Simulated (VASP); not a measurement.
# Ru (P6_3/mmc) in VASP: settings compared

The runs below take Ru through relaxation of cell and atoms, with PBE, r2SCAN.

Program: VASP 6.6.1. These are calculated values, not measurements. Logs are shortened: lines on timing, memory, paths and dates and some standing lists are left out, and cuts for length are marked.

## 1. The crystal as given

It takes space group P6_3/mmc (No. 194, hexagonal). Conventional cell: a = 2.706 Å, b = 2.706 Å, c = 4.282 Å, α = 90.00°, β = 90.00°, γ = 120.00°. Around Ru (site symmetry -6m2) lie 12 Ru at 2.65 to 2.71 Å.

## 2. Relaxation of cell and atoms, PBE

INCAR reads:

```
SYSTEM = Ru
ALGO = Normal ; EDIFF = 1E-6
EDIFFG = -0.01 ; ENCUT = 300
GGA = PE ; IBRION = 2
ISIF = 3 ; ISMEAR = 1
LASPH = .TRUE. ; LCHARG = .FALSE.
LREAL = .FALSE. ; LWAVE = .FALSE.
NELM = 80 ; NSW = 90
PREC = Accurate ; SIGMA = 0.1
```

KPOINTS reads:

```
k-points
0
G
  8 8 5
  0 0 0
```

POSCAR reads:

```
Ru
1.0
    2.7058000000      0.0000000000      0.0000000000
   -1.3529000000      2.3432915376      0.0000000000
    0.0000000000      0.0000000000      4.2819000000
Ru
2
Direct
    0.3333333333      0.6666666667      0.2500000000
    0.6666666667      0.3333333333      0.7500000000
```

Potentials or basis: VASP PAW PBE potentials, release 64 (Ru).

Run with:

```console
$ cat potpaw_PBE.64/Ru/POTCAR > POTCAR
$ mpirun -np 1 vasp_std > vasp.out
```

OUTCAR:

```text
SYSTEM = Ru
   EDIFF = 1E-6
   EDIFFG = -0.01
   ENCUT = 300
   GGA = PE
   IBRION = 2
   ISIF = 3
   ISMEAR = 1
   LASPH = .TRUE.
   LREAL = .FALSE.
   NELM = 80
   NSW = 90
   PREC = Accurate

 ion  position               nearest neighbor table
   1  0.333  0.667  0.250-   2 2.65   2 2.65   2 2.65   2 2.65   2 2.65   2 2.65
   2  0.667  0.333  0.750-   1 2.65   1 2.65   1 2.65   1 2.65   1 2.65   1 2.65

  LATTYP: Found a hexagonal cell.
 ALAT       =     2.7058000000
 C/A-ratio  =     1.5824894671

  Lattice vectors:

 A1 = (   2.7058000000,   0.0000000000,   0.0000000000)
 A2 = (  -1.3529000000,   2.3432915376,   0.0000000000)
 A3 = (   0.0000000000,   0.0000000000,   4.2819000000)

Analysis of symmetry for initial positions (statically):
=====================================================================
 Subroutine PRICEL returns:
 Original cell was already a primitive cell.

 Routine SETGRP: Setting up the symmetry group for a
 hexagonal supercell.

 Subroutine GETGRP returns: Found 24 space group operations
 (whereof 12 operations were pure point group operations)
 out of a pool of 24 trial point group operations.

The static configuration has the point symmetry D_3d.
 The point group associated with its full space group is D_6h.

Analysis of symmetry for dynamics (positions and initial velocities):
=====================================================================
 Subroutine PRICEL returns:
 Original cell was already a primitive cell.

 Routine SETGRP: Setting up the symmetry group for a
 hexagonal supercell.

 Subroutine GETGRP returns: Found 24 space group operations
 (whereof 12 operations were pure point group operations)
 out of a pool of 24 trial point group operations.

The dynamic configuration has the point symmetry D_3d.
 The point group associated with its full space group is D_6h.

 Subroutine INISYM returns: Found 24 space group operations
 (whereof 12 operations are pure point group operations),
 and found     1 'primitive' translations

----------------------------------------------------------------------------------------

                                     Primitive cell

  volume of cell :      27.1493

  direct lattice vectors                    reciprocal lattice vectors
     2.705800000  0.000000000  0.000000000     0.369576465  0.213375072  0.000000000
    -1.352900000  2.343291538  0.000000000     0.000000000  0.426750144  0.000000000
     0.000000000  0.000000000  4.281900000     0.000000000  0.000000000  0.233541185

  length of vectors
     2.705800000  2.705800000  4.281900000     0.426750144  0.426750144  0.233541185

  position of ions in fractional coordinates (direct lattice)
     0.333333333  0.666666667  0.250000000
     0.666666667  0.333333333  0.750000000

  ion indices of the primitive-cell ions
   primitive index   ion index
                 1           1
                 2           2

----------------------------------------------------------------------------------------

 KPOINTS: k-points

Automatic generation of k-mesh.
 Grid dimensions read from file:
 generate k-points for:    8    8    5

 Generating k-lattice:

  Cartesian coordinates                     Fractional coordinates (reciprocal lattice)
     0.046197058  0.026671884  0.000000000     0.125000000  0.000000000  0.000000000
     0.000000000  0.053343768  0.000000000     0.000000000  0.125000000  0.000000000
     0.000000000  0.000000000  0.046708237     0.000000000  0.000000000  0.200000000

  Length of vectors
     0.053343768  0.053343768  0.046708237

  Shift w.r.t. Gamma in fractional coordinates (k-lattice)
     0.000000000  0.000000000  0.000000000

 Subroutine IBZKPT returns following result:
 ===========================================

 Found     30 irreducible k-points:

 Following reciprocal coordinates:
            Coordinates               Weight
  0.000000  0.000000  0.000000      1.000000
  0.125000  0.000000  0.000000      6.000000
  0.250000  0.000000  0.000000      6.000000
  0.375000  0.000000  0.000000      6.000000
  0.500000  0.000000  0.000000      3.000000
  0.125000  0.125000  0.000000      6.000000
[... 16 lines left out ...]
  0.250000  0.000000  0.400000     12.000000
  0.375000  0.000000  0.400000     12.000000
 [... further k-points ...]
   k-points           NKPTS =     30   k-points in BZ     NKDIM =     30   number of bands    NBANDS=     12
   number of dos      NEDOS =    301   number of ions     NIONS =      2
   total plane-waves  NPLWV =   6144
   dimension x,y,z NGX =    16 NGY =   16 NGZ =   24
   dimension x,y,z NGXF=    32 NGYF=   32 NGZF=   48
   ions per type =               2
   NGX,Y,Z   is equivalent  to a cutoff of   9.83,  9.83,  9.32 a.u.
   NGXF,Y,Z  is equivalent  to a cutoff of  19.66, 19.66, 18.64 a.u.
 SYSTEM =  Ru
   PREC   = accura    normal or accurate (medium, high low for compatibility)
   ISTART =      0    job   : 0-new  1-cont  2-samecut
   ICHARG =      2    charge: 1-file 2-atom 10-const
   ISPIN  =      1    spin polarized calculation?
   LNONCOLLINEAR =      F non collinear calculations
   LSORBIT =      F    spin-orbit coupling
   LASPH  =      T    aspherical Exc in radial PAW
   ENCUT  =  300.0 eV  22.05 Ry    4.70 a.u.   3.82  3.82  6.05*2*pi/ulx,y,z
   NELM   =     80;   NELMIN=  2; NELMDL= -5     # of ELM steps
   EDIFF  = 0.1E-05   stopping-criterion for ELM
   LREAL  =      F    real-space projection
   EDIFFG = -.1E-01   stopping-criterion for IOM
   NSW    =     90    number of steps for IOM
   IBRION =      2    ionic relax: 0-MD 1-quasi-New 2-CG
   NFREE  =      1    steps in history (QN), initial steepest desc. (CG)
   ISIF   =      3    stress and relaxation
   ISYM   =      2    0-nonsym 1-usesym 2-fastsym
   POTIM  = 0.5000    time-step for ionic-motion
   TEBEG  =    0.0;   TEEND  =   0.0 temperature during run
   PSTRESS=    0.0 pullay stress
   NELECT =      16.0000    total number of electrons
   NUPDOWN=      -1.0000    fix difference up-down
   EMIN   =  10.00;   EMAX   =-10.00  energy-range for DOS
   EFERMI =   0.00;   METHOD = LEGACY
   ISMEAR =     1;   SIGMA  =   0.10  broadening in eV -4-tet -1-fermi 0-gaus
   EFERMI_NEDOS =   21; number of points for ismear=-14 and -15
   IALGO  =     38    algorithm
   IMIX   =      4    mixing-type and parameters
     AMIX     =   0.40;   BMIX     =  1.00
     AMIX_MAG =   1.60;   BMIX_MAG =  1.00
  volume/ion in A,a.u.               =      13.57        91.61
  Fermi-wavevector in a.u.,A,eV,Ry     =   1.372551  2.593746 25.631983  1.883898
  Thomas-Fermi vector in A             =   2.498148
   LORBIT       =      0    0 simple, 1 ext, 2 COOP (PROOUT), +10 PAW based schemes
   GGA     = PE    functional components
   LHFCALC =     F    Hartree Fock is set to
   AEXX    =    0.0000 exact exchange contribution
   IVDW    =     0    specifies the selected vdW correction
   LEPSILON=     F    determine dielectric tensor
   LRPA    =     F    only Hartree local field effects (RPA)
 conjugate gradient relaxation of ions
 non-spin polarized calculation
 Methfessel and Paxton  Order N= 1 SIGMA  =   0.10
  energy-cutoff  :      300.00
  volume of cell :       27.15
 maximum number of plane-waves:       332
 NGX is ok and might be reduce to    16
   NGX =  7   NGY =  7   NGZ = 13

--------------------------------------- Ionic step        1  -------------------------------------------

 number of electron      15.9999996 magnetization

 Free energy of the ion-electron system (eV)
  ---------------------------------------------------
  ext. energy  EPLUGINS =         0.00000000
  ---------------------------------------------------
  free energy    TOTEN  =       -18.54973221 eV

  energy without entropy =      -18.54878374  energy(sigma->0) =      -18.54941605

------------------------ aborting loop because EDIFF is reached ----------------------------------------

  FORCE on cell =-STRESS in cart. coord.  units (eV):
  Direction    XX          YY          ZZ          XY          YZ          ZX
  --------------------------------------------------------------------------------------
  -------------------------------------------------------------------------------------
  Total        0.2253401      0.2253401     -0.0201269      0.0000000     -0.0000000      0.0000000
  in kB       13.2981267     13.2981267     -1.1877586      0.0000000     -0.0000000      0.0000000
  external PRESSURE =       8.4694983 kB  Pullay stress =       0.0000000 kB

 VOLUME and BASIS-vectors are now :
 -----------------------------------------------------------------------------
  energy-cutoff  :      300.00
  volume of cell :       27.15
      direct lattice vectors                 reciprocal lattice vectors
     2.705800000  0.000000000  0.000000000     0.369576465  0.213375072  0.000000000
    -1.352900000  2.343291538  0.000000000     0.000000000  0.426750144  0.000000000
     0.000000000  0.000000000  4.281900000     0.000000000  0.000000000  0.233541185
[... 109 lines left out ...]
 POSITION                                       TOTAL-FORCE (eV/Angst)
 -----------------------------------------------------------------------------------
     -0.00000      1.56585      1.06763         0.000000     -0.000000      0.000000
      1.35607      0.78293      3.20289        -0.000000      0.000000      0.000000
 -----------------------------------------------------------------------------------
    total drift:                               -0.000000      0.000000     -0.000000

  FREE ENERGIE OF THE ION-ELECTRON SYSTEM (eV)
  ---------------------------------------------------
  free  energy   TOTEN  =       -18.5501457175 eV

  energy  without entropy=      -18.5494056083  energy(sigma->0) =      -18.54989901

--------------------------------------- Ionic step        5  -------------------------------------------

 number of electron      15.9999999 magnetization

 Free energy of the ion-electron system (eV)
  ---------------------------------------------------
  ext. energy  EPLUGINS =         0.00000000
  ---------------------------------------------------
  free energy    TOTEN  =       -18.55021528 eV

  energy without entropy =      -18.54940504  energy(sigma->0) =      -18.54994520

 E-fermi :  12.5125     XC(G=0): -13.7994

 val. band max:       12.5062418610   @ k =   0.1250   0.0000   0.4000
 cond. band min:      12.5169745776   @ k =   0.3750   0.0000   0.4000
 fundamental gap:      0.0107327166
 Fermi energy:        12.5125116921

 k-point     1 :       0.0000    0.0000    0.0000
  band No.  band energies     occupation
      1       4.5405      2.00000
      2       6.3327      2.00000
      3       9.9222      2.00000
      4       9.9222      2.00000
      5      10.1252      2.00000
      6      10.6063      2.00000
      7      10.6063      2.00000
      8      11.0880      2.00000
      9      11.0880      2.00000
     10      13.6703     -0.00000
     11      13.6703     -0.00000
     12      13.8278     -0.00000

 k-point     2 :       0.1250    0.0000    0.0000
  band No.  band energies     occupation
      1       5.0946      2.00000
      2       6.7333      2.00000
      3       9.2532      2.00000
      4      10.3565      2.00000
      5      10.3808      2.00000
      6      10.4197      2.00000
      7      10.7503      2.00000
      8      10.7677      2.00000
      9      11.0269      2.00000
     10      11.6925      2.00000
     11      13.8639     -0.00000
     12      16.6978      0.00000
[... 316 lines left out ...]
 k-point    24 :       0.3750    0.0000    0.4000
  band No.  band energies     occupation
      1       6.5123      2.00000
      2       6.9960      2.00000
      3       7.9885      2.00000
      4       8.5129      2.00000
      5      10.8014      2.00000
      6      11.3099      2.00000
      7      11.9976      2.00000
      8      12.5170      0.92455
      9      13.4960     -0.00000
     10      13.8196     -0.00000
     11      14.1180     -0.00000
     12      16.2968      0.00000

 [... further k-points ...]
[... 5 lines left out ...]
  --------------------------------------------------------------------------------------
  -------------------------------------------------------------------------------------
  Total        0.0032469      0.0032469      0.0037665     -0.0000000     -0.0000000      0.0000000
  in kB        0.1910925      0.1910925      0.2216718     -0.0000000     -0.0000000      0.0000000
  external PRESSURE =       0.2012856 kB  Pullay stress =       0.0000000 kB

 VOLUME and BASIS-vectors are now :
 -----------------------------------------------------------------------------
  energy-cutoff  :      300.00
  volume of cell :       27.22
      direct lattice vectors                 reciprocal lattice vectors
     2.711454364 -0.000000000 -0.000000000     0.368805765  0.212930107 -0.000000000
    -1.355727182  2.348188361  0.000000000     0.000000000  0.425860215  0.000000000
     0.000000000 -0.000000000  4.275678120     0.000000000  0.000000000  0.233881029

 POSITION                                       TOTAL-FORCE (eV/Angst)
 -----------------------------------------------------------------------------------
     -0.00000      1.56546      1.06892        -0.000000     -0.000000      0.000000
      1.35573      0.78273      3.20676         0.000000      0.000000      0.000000
 -----------------------------------------------------------------------------------
    total drift:                               -0.000000      0.000000     -0.000000

  FREE ENERGIE OF THE ION-ELECTRON SYSTEM (eV)
  ---------------------------------------------------
  free  energy   TOTEN  =       -18.5502152794 eV

  energy  without entropy=      -18.5494050372  energy(sigma->0) =      -18.54994520

 reached required accuracy - stopping structural energy minimisation
```

It took 10 s on 1 thread of Intel Xeon Platinum 8488C (Sapphire Rapids), shared host; peak memory 0.12 GiB.

Results:

- Free energy: -18.5502 eV
- Relaxed volume: 13.61 Å³/atom
- Relaxed cell: a = 2.711 Å, b = 2.711 Å, c = 4.276 Å, α = 90.00°, β = 90.00°, γ = 120.00°
- Space group after relaxing (to 0.05 Å): P6_3/mmc (No. 194)
- Energy gained by relaxing: 0.2 meV/atom
- Ionic steps: 5
- Pressure after relaxing: 0.0 GPa
- Band gap on the k mesh: none (metal or under the smearing width)

Step by step:
```tsv
step	energy change (eV)	largest force (eV/Å)	pressure (GPa)	volume (Å³)
1	0.0000	0.0000	0.85	27.15
2	0.0012	0.0000	-2.35	27.43
3	-0.0004	0.0000	-0.24	27.24
4	-0.0004	0.0000	0.28	27.20
5	-0.0005	0.0000	0.02	27.22
```

Final structure:
```xyz
2
Lattice="2.7115 0.0000 0.0000 -1.3557 2.3482 0.0000 0.0000 0.0000 4.2757" Properties=species:S:1:pos:R:3 pbc="T T T"
Ru    0.0000    1.5655    1.0689
Ru    1.3557    0.7827    3.2068
```

## 3. Relaxation of cell and atoms, PBE

This run uses another cell than the first one, of 13.61 Å³/atom, 1.003 times its volume.

INCAR, as its differences from that of step 2:

```diff
@@ -1,4 +1,4 @@
 SYSTEM = Ru
-ALGO = Normal ; EDIFF = 1E-6
-EDIFFG = -0.01 ; ENCUT = 300
+ALGO = Normal ; EDIFF = 1E-7
+EDIFFG = -0.005 ; ENCUT = 300
 GGA = PE ; IBRION = 2
```

KPOINTS is that of step 2.

POSCAR reads:

```
Ru                                      
1.0
    2.7114543643     -0.0000000000     -0.0000000000
   -1.3557271821      2.3481883607      0.0000000000
    0.0000000000     -0.0000000000      4.2756781195
  Ru            
     2
Direct
     0.3333333332999970    0.6666666667000030    0.2500000000000000
     0.6666666667000030    0.3333333332999970    0.7500000000000000
```

Potentials or basis: VASP PAW PBE potentials, release 64 (Ru).

Run with:

```console
$ cat potpaw_PBE.64/Ru/POTCAR > POTCAR
$ mpirun -np 1 vasp_std > vasp.out
```

It took 4.8 s on 1 thread of Intel Xeon Platinum 8488C (Sapphire Rapids), shared host; peak memory 0.12 GiB.

It converged, with:

* Free energy: -18.5505 eV
* Pressure after relaxing: 0.0 GPa
* Band gap on the k mesh: none (metal or under the smearing width)

Final structure:
```xyz
2
Lattice="2.7115 0.0000 0.0000 -1.3557 2.3482 0.0000 0.0000 0.0000 4.2757" Properties=species:S:1:pos:R:3 pbc="T T T"
Ru    0.0000    1.5655    1.0689
Ru    1.3557    0.7827    3.2068
```

Levels at points of the mesh, in eV from the Fermi level:
```tsv
k point	band 4	band 5	band 6	band 7	band 8	band 9	band 10	band 11	band 12
(0.00, 0.00, 0.00)	-2.59	-2.39	-1.91	-1.91	-1.42	-1.42	1.16	1.16	1.32
(0.50, 0.00, 0.00)	-3.04	-2.06	-1.81	-1.51	1.38	1.81	1.90	4.02	6.07
```

Caveat: the relaxation stopped at its first step, so nothing moved.

[end of part 1 of 2]
